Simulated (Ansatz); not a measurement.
# PbO2 monolayer (2H): from the cell to its phonons, part 2 of 2

How does PbO2 monolayer (2H) vibrate, and is this structure a minimum?

Ansatz 0.2.0; DFT PBEsol, scalar-relativistic, plane waves, PAW.

So far. Step 3 (Tight relaxation): The largest force component left is 0.11 meV/Å, within the tolerances set. Step 4 (Linear response at the zone centre): Before it was imposed, the acoustic sum rule was missed by 3.6e-5 eV/Å². Small misses are needed for a sound result but don't prove that mesh and cutoff are converged. The lowest optical mode is imaginary, 69.4i cm⁻¹, so the energy falls along it.

## Step 5: Response at finite wavevector (continued)

The partial phonon density of states has structure finer than the step of the table below, so its rows give means over 20 cm⁻¹, whole bins alone (the curve runs from -79.4 to 578 cm⁻¹). Peaks (cm⁻¹: height): O 313.1: 0.0357, 366.8: 0.0365, 395.7: 0.0440, 532.0: 0.0598; Pb 23.9: 0.0439, 98.2: 0.0191, 172.6: 0.0235.

Phonopy on the run's constants, 21x21x1 mesh, Gaussian sigma 4.7 cm-1. Interpolated from a 6×6×1 q mesh. Partial phonon density of states against wavenumber; means over each step; values in 1/cm⁻¹/cell:

| wavenumber (cm⁻¹) | O | Pb |
| --- | --- | --- |
| -60 | 0.00139 | 3.2e-6 |
| -40 | 0.00115 | 4.0e-5 |
| -20 | 0.00140 | 0.00252 |
| 0 | 0.00128 | 0.0103 |
| 20 | 0.00298 | 0.0306 |
| 40 | 8.5e-4 | 0.00760 |
| 60 | 0.00307 | 0.00544 |
| 80 | 0.00396 | 0.00973 |
| 100 | 0.00482 | 0.0176 |
| 120 | 0.00555 | 0.0137 |
| 140 | 0.00976 | 0.0114 |
| 160 | 0.00819 | 0.0144 |
| 180 | 0.00717 | 0.0170 |
| 200 | 0.00561 | 9.4e-4 |
| 220 | 0.00609 | 9.1e-5 |
| 240 | 0.00591 | 1.0e-4 |
| 260 | 0.00584 | 1.3e-4 |
| 280 | 0.00971 | 5.2e-4 |
| 300 | 0.0301 | 0.00187 |
| 320 | 0.0274 | 0.00166 |
| 340 | 0.0127 | 6.3e-4 |
| 360 | 0.0274 | 5.0e-4 |
| 380 | 0.0290 | 7.3e-4 |
| 400 | 0.0334 | 8.4e-4 |
| 420 | 0.00552 | 5.3e-4 |
| 440 | 6.3e-4 | 9.4e-5 |
| 460 | 0 | 0 |
| 480 | 0 | 0 |
| 500 | 1.4e-6 | 0 |
| 520 | 0.0142 | 3.2e-4 |
| 540 | 0.0328 | 6.6e-4 |
| 560 | 0.00194 | 1.4e-5 |

Symmetry leaves 7 wavevectors to solve. The lowest mode among them, the acoustic zeros apart, lies at Γ and is imaginary, 69.4i cm⁻¹, so the energy falls along it.

## Step 6: Isotope substitution, element O, natural mass 15.999 amu

An isotope changes the mass and not the force constants, so no new electronic calculation is needed; the shifts show which modes move this element.

The same force constants with the mass of O changed from 15.999 to 17.999 u (phonopy, no LO-TO term). Both lists are sorted by frequency; levels can cross, so a row need not hold one and the same mode. Modes under 3 cm⁻¹ are left out. Isotope shifts, by row:

| q | rank | natural mass (cm⁻¹) | changed mass (cm⁻¹) |
| --- | --- | --- | --- |
| 0 0 0 | 1 | -69.39 | -65.42 |
| 0 0 0 | 2 | -69.39 | -65.42 |
| 0 0 0 | 6 | 286.3 | 272.2 |
| 0 0 0 | 7 | 286.3 | 272.2 |
| 0 0 0 | 8 | 432.7 | 411.3 |
| 0 0 0 | 9 | 550.9 | 519.4 |
| 0 0.1667 0 | 2 | 48.03 | 45.28 |
| 0 0.1667 0 | 3 | 54.33 | 53.96 |
| 0 0.1667 0 | 4 | 93.55 | 93.1 |
| 0 0.1667 0 | 5 | 180.4 | 170.2 |
| 0 0.1667 0 | 6 | 296.1 | 281.1 |
| 0 0.1667 0 | 7 | 337.1 | 319.1 |
| 0 0.1667 0 | 8 | 411.4 | 390.2 |
| 0 0.1667 0 | 9 | 544 | 513.3 |
| 0 0.3333 0 | 1 | 19.61 | 19.53 |
| 0 0.3333 0 | 2 | 88.52 | 88.09 |
| 0 0.3333 0 | 3 | 123.8 | 116.7 |
| 0 0.3333 0 | 4 | 159.8 | 159.4 |
| 0 0.3333 0 | 5 | 286.2 | 270.3 |
| 0 0.3333 0 | 6 | 310.8 | 294.4 |
| 0 0.3333 0 | 7 | 381.9 | 360.9 |
| 0 0.3333 0 | 8 | 392.9 | 370.9 |
| 0 0.3333 0 | 9 | 534 | 504.2 |
| 0 -0.5 0 | 1 | 28.48 | 28.42 |
| 0 -0.5 0 | 2 | 99.81 | 99.4 |
| 0 -0.5 0 | 3 | 146 | 137.6 |
| 0 -0.5 0 | 4 | 187.1 | 186.8 |
| 0 -0.5 0 | 5 | 316.5 | 299.7 |
| 0 -0.5 0 | 6 | 319.5 | 301.7 |
| 0 -0.5 0 | 7 | 364.1 | 343.5 |
| 0 -0.5 0 | 8 | 406.1 | 382.9 |
| 0 -0.5 0 | 9 | 531.5 | 501.8 |

A mode of this element alone would shift by -5.72 %. The highest zone-centre frequency without the field goes from 550.9 to 519.4 cm⁻¹ (-5.7 %).

## Step 7: Isotope substitution, element Pb, natural mass 207.2 amu

The same for Pb, from 207.20 to 203.97 u.

The same force constants with the mass of Pb changed from 207.200 to 203.973 u (phonopy, no LO-TO term). Both lists are sorted by frequency; levels can cross, so a row need not hold one and the same mode. Modes under 3 cm⁻¹ are left out. Isotope shifts, by row:

| q | rank | natural mass (cm⁻¹) | changed mass (cm⁻¹) |
| --- | --- | --- | --- |
| 0 0 0 | 1 | -69.39 | -69.39 |
| 0 0 0 | 2 | -69.39 | -69.39 |
| 0 0 0 | 6 | 286.3 | 286.6 |
| 0 0 0 | 7 | 286.3 | 286.6 |
| 0 0 0 | 8 | 432.7 | 433.1 |
| 0 0 0 | 9 | 550.9 | 550.9 |
| 0 0.1667 0 | 2 | 48.03 | 48.03 |
| 0 0.1667 0 | 3 | 54.33 | 54.71 |
| 0 0.1667 0 | 4 | 93.55 | 94.23 |
| 0 0.1667 0 | 5 | 180.4 | 180.4 |
| 0 0.1667 0 | 6 | 296.1 | 296.3 |
| 0 0.1667 0 | 7 | 337.1 | 337.3 |
| 0 0.1667 0 | 8 | 411.4 | 411.7 |
| 0 0.1667 0 | 9 | 544 | 544 |
| 0 0.3333 0 | 1 | 19.61 | 19.75 |
| 0 0.3333 0 | 2 | 88.52 | 89.16 |
| 0 0.3333 0 | 3 | 123.8 | 123.8 |
| 0 0.3333 0 | 4 | 159.8 | 161 |
| 0 0.3333 0 | 5 | 286.2 | 286.3 |
| 0 0.3333 0 | 6 | 310.8 | 310.9 |
| 0 0.3333 0 | 7 | 381.9 | 382.1 |
| 0 0.3333 0 | 8 | 392.9 | 393 |
| 0 0.3333 0 | 9 | 534 | 534.1 |
| 0 -0.5 0 | 1 | 28.48 | 28.69 |
| 0 -0.5 0 | 2 | 99.81 | 100.5 |
| 0 -0.5 0 | 3 | 146 | 146 |
| 0 -0.5 0 | 4 | 187.1 | 188.6 |
| 0 -0.5 0 | 5 | 316.5 | 316.7 |
| 0 -0.5 0 | 6 | 319.5 | 319.6 |
| 0 -0.5 0 | 7 | 364.1 | 364.1 |
| 0 -0.5 0 | 8 | 406.1 | 406.1 |
| 0 -0.5 0 | 9 | 531.5 | 531.5 |

A mode of this element alone would shift by +0.79 %. The highest zone-centre frequency without the field goes from 550.9 to 550.9 cm⁻¹ (+0.0 %).

## Step 8: Outcome

```
space group after relaxation (within 0.01 Å)            : P-6m2
area per atom                                           : 3.00 Å²
electronic character                                    : no gap on this mesh
highest optical mode at the zone centre (no LO-TO term) : 551 cm⁻¹
lowest optical zone-centre mode                         : -69.4 cm⁻¹
lowest mode on the q mesh (acoustic modes at Γ apart)   : -69.4 cm⁻¹
highest frequency on the path or at a solved wavevector : 551 cm⁻¹
imaginary modes on the 6×6×1 q mesh                     : yes
```

**Reading.** Modes are clearly imaginary (beyond 10i cm⁻¹) at 1 of the 7 irreducible wavevectors, most at Γ (69.4i cm⁻¹), so this structure is not a minimum of the energy. The optical modes at Γ span -69 to 551 cm⁻¹ (negative means imaginary). The highest mode in this list at Γ, 550.9 cm⁻¹, is mostly motion of O (100 % of the kinetic energy). With no gap, or one that is small against the smearing, the frequencies hang on the k mesh and the smearing, most of all near Kohn anomalies. In a sheet or slab the interpolated bending branch near Γ is rough, since the rotational sum rule isn't imposed. A semilocal functional can close a gap that the real compound would have, so the metallic treatment may be an artefact of the level. Spin-orbit coupling is left out, which can matter for the heavy elements here. A phonon run warned that its eigensolver left some bands unconverged in a pass. The starting cell was built on a prototype and not taken from a measurement. These are harmonic frequencies at zero temperature: anharmonic shifts, linewidths and thermal expansion are left out.

[Logs are printed without paths, hosts, clocks, repeated set-up lines and the standing remarks that a program may print on its own settings, such as how far it seeks lower states.]

[Hosts, paths, dates, database ids (printed as entryN), source tags and the programs' standing remarks are cut or masked in the printed files.]
